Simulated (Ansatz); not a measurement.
## LiH under changes of volume

One of the cells (8.449 Å³/atom); the others are scaled copies at fixed shape and fractional positions:

```
CELL_PARAMETERS angstrom
0.00000 2.03675 2.03675
2.03675 0.00000 2.03675
2.03675 2.03675 0.00000
ATOMIC_POSITIONS crystal
Li 0.00000 0.00000 0.00000
H 0.50000 0.50000 0.50000
```

```yaml
Program: Ansatz 0.2.0
Functional: PBEsol
Potentials_or_basis: all-electron LAPW, scalar-relativistic
Cutoff: 175 eV (chosen from the basis error)
Basis_error_allowed: 0.001 eV/atom
k_mesh: 11 × 11 × 11
Occupations: fermi-dirac, width 0.05 eV
Spin: no spin polarisation
```

| volume (Å³/atom) | energy over the lowest point (meV/atom) | pressure (GPa) | gap on the mesh (eV) |
| --- | --- | --- | --- |
| 7.942 | 0.00 | -0.3 | 2.94 |
| 8.111 | ? | ? | ? |
| 8.280 | 2.20 | -1.7 | 2.96 |
| 8.449 | 4.34 | -2.3 | 2.98 |
| 8.618 | 7.09 | -2.9 | 2.99 |
| 8.787 | 10.40 | -3.4 | 3.00 |
| 8.956 | 14.23 | -3.9 | 3.01 |

Q: What does the run at 8.111 Å³/atom give?

A: Energy over the lowest point 0.73 meV/atom; pressure -1.1 GPa; gap on the mesh 2.95 eV.

Worked out: A Birch-Murnaghan fit of order 3 (a polynomial in V^(-2/3)) to the other rows has its minimum at 7.87 Å³/atom, just outside them, with B0 = V·E''(V) = 37 GPa and B' = 3.1. It gives 0.73 meV/atom at 8.111 Å³/atom, against the run's 0.73, and -dE/dV = -1.1 GPa, against -1.1. A straight line through the other rows of the gap, of slope 0.6 eV per unit of ln V (its deformation potential), gives 2.95 eV, against the run's 2.95.

Energies are extrapolated to zero smearing.

Caveats: an odd mesh through Γ misses points on the zone boundary, where band edges often lie.
